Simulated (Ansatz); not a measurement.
`CC[CH2][GeH3]` + `N[SiH](S)Cl` → `N[SiH](Cl)[GeH3]` + `CCCS`  (formal exchange of groups at a Ge–C bond)

Gas-phase electronic energies from Ansatz, PBE0-D4/def2-TZVP geometries. CCSD(T)/CBS is the MP2 limit (def2-TZVPP, def2-QZVPP) plus CCSD(T) − MP2 in def2-TZVPP, frozen cores. Functionals use def2-TZVPP. B3LYP here is the variant with VWN-RPA as its local correlation; programs differ in this. For Ge outer-core shells are correlated without core-valence functions, which leaves a few kJ/mol of doubt a bond. Scalar relativity is left out up to krypton. One conformer a species, not always the lowest.

```csv
level,ΔE (kJ/mol)
PBE0-D4,76.8
B3LYP-D4,77.6
MP2/def2-QZVPP,92.4
MP2/CBS(def2),92.7
```

Problem. What does CCSD(T)/CBS give? (Estimate.)

Solution. Ansatz gave: +85.4 kJ/mol. The listed levels differ from it by -8.6, -7.8, 7.0, 7.3 kJ/mol.

Largest T1 diagnostic among the species: 0.011.

From PBE to PBE0 (25 % exact exchange), in def2-TZVPP and without D4, ΔE moves by +4.7 kJ/mol.

CCSD(T)/CBS has its own doubt, a few kJ/mol and more with outer-core shells, so smaller differences from it don't rank the levels.
